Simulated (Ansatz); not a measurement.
A run of Ansatz 0.2.0 is set up as follows.

The input input.yaml:

```yaml
crystal:
  lattice:
    - [0.0, 3.018, 3.018]
    - [3.018, 0.0, 3.018]
    - [3.018, 3.018, 0.0]
  atoms:
    - { symbol: In, position: [0.0, 0.0, 0.0] }
    - { symbol: As, position: [0.75, 0.75, 0.75] }
hamiltonian:
  xc: rpbe
  pseudopotentials: { kind: paw }
  dispersion: d3bj
kpoints:
  mp_grid: { grid: [8, 8, 8] }
scf:
  occupations: { method: fermi_dirac, width: 0.1 }
  n_extra_bands: 6
output:
  forces: true
  stress: true
  eigenvalues: true
  dos: { projected: false, de: 0.05, nscf_kmesh: { grid: [12, 12, 12] } }
  write_density: true
  write_potential: true
  elf: true
  volumetric_format: npy
```

Potentials or basis: Ansatz PAW.

Command:

```sh
$ ansatz run input.yaml --threads 2 --pin off --max-ram 5632MiB --backend cpu --events-out ev --progress --plain --runs-dir out
```

Task: What does it give for the density of states at the Fermi level?

Result: 0.00 states/eV per cell.

Task: Predict the band gap on the k mesh.

Result: None (metal or under the smearing width).

Task: Estimate the pressure.

Result: -3.9 GPa.

States per cell in windows of 1 eV (zero at the Fermi level; states under -8 eV left out):
```csv
from (eV),total
-8.0,0.00
-7.0,0.01
-6.0,1.43
-5.0,0.34
-4.0,0.78
-3.0,1.65
-2.0,1.50
-1.0,0.30
0.0,0.02
1.0,0.59
2.0,1.52
3.0,0.94
4.0,1.62
5.0,1.51
6.0,1.18
7.0,1.06
```

Caveat: pairwise dispersion overbinds metals, which lowers pressure and volume; the PAW data sets come from PBE, with cores solved anew for the run's functional, which leaves a small shift of forces and pressure; this crystal is a semiconductor, whose small gap the functional closes, so the metal is an error of the method.

**Experimental background.**

A printed reference work, data compilation reports, for a bulk crystal of InAs at 4.2 K: band gap 0.418 eV (direct).

A measured gap of InAs is 0.418 eV (direct; 4.2 K; a printed reference work, data compilation); the calculated 0.00 eV misses it by -0.42 eV. Spin-orbit coupling on As, In is left out. The value is that of RPBE+D3(BJ) on a finite k mesh, which can miss the band edges, without temperature or zero-point motion. Semilocal functionals fall short of measured gaps as a rule.
